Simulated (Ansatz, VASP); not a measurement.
# BeS: VASP beside Ansatz

```
CELL_PARAMETERS angstrom
0.00000 2.48598 2.48598
2.48598 0.00000 2.48598
2.48598 2.48598 0.00000
ATOMIC_POSITIONS crystal
Be 0.75000 0.75000 0.75000
S 0.00000 0.00000 0.00000
```

Alike in both runs: task single point; functional PBE; k mesh 8 × 8 × 8; occupations gaussian, width 0.02 eV; no spin polarisation.

|  | VASP | Ansatz |
| --- | --- | --- |
| version | VASP 6.6.1 | Ansatz 0.2.0 |
| potentials or method | VASP PAW PBE potentials, release 64 (Be, S) | scalar-relativistic, plane waves, PAW |
| plane-wave cutoff (eV) | 520 | 420 |
| valence electrons in the cell | 8 | 8 |

|  | VASP | Ansatz | Ansatz less VASP |
| --- | --- | --- | --- |
| gap on the k mesh at the Fermi level (eV) | 3.26 | 3.26 | -0.001 |
| least direct gap on the mesh (eV) | 5.27 | 5.27 | +0.002 |
| pressure (GPa) | -4.8 | -4.9 | -0.01 |

A k mesh can miss the band edges. PBE gaps usually lie below the measured ones, often by a third to a half.
